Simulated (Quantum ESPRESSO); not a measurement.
Runs of Quantum ESPRESSO 7.5 on BAs. It takes space group Pm-3m (No. 221, cubic). The conventional cell has a = 2.934 Å, b = 2.934 Å, c = 2.934 Å, α = 90.00°, β = 90.00°, γ = 90.00°. B (site symmetry m-3m) is surrounded by 8 As at 2.54 Å. As (site symmetry m-3m) has 8 B at 2.54 Å as nearest neighbours. The cell was built by a generator and needn't be a form met in nature.

| task | level | potentials or basis | cell | cutoff (eV) | mixing ndim | iterations | form of the LDA correlation | other keys | gap on the mesh (eV) | pressure (GPa) |
| --- | --- | --- | --- | --- | --- | --- | --- | --- | --- | --- |
| phonons | PBEsol | Ansatz NC SR PBE | as given | 1143 | - | - | - | - | none | -3.1 |
| phonons | WC | SG15 PBE 1.2 | relaxed | 952 | 4 | - | - | mixing_ndim = 4 | none | 0.0 |
| energy-loss spectrum | LDA | GBRV 1.5 LDA | volume scaled by 0.92 | 612 | - | 200 | PZ81 | - | none | (a) |
| energy-loss spectrum | PBEsol | GBRV 1.5 PBEsol | as given | 612 | - | 300 | - | - | none | -2.7 |

Alike in all rows: no spin polarisation; k mesh 6 × 6 × 6, shifted; smearing fermi-dirac 0.05 eV; the mesh is coarse, so values aren't converged.

Q: Estimate the missing entries.

A: (a) 5.3.

Caveats: some runs use coarse meshes; the mesh is thin for the phonons of a metal (some runs); the potentials were made for another functional, which shifts forces and pressure (some runs); some modes are imaginary (some runs); the Lanczos chain is short for so many electrons, so humps in the spectrum may be artefacts (some runs); the cell is more than 3 GPa from zero pressure, which shifts response properties (some runs); the wave vector is under the mesh spacing, so the intraband response is poorly sampled (some runs).

A k mesh can miss the band edges, and the runs leave out spin-orbit coupling on As.

A gap of «none» marks a metal or a gap under the smearing width.

The runs don't all hold the same shells in valence.
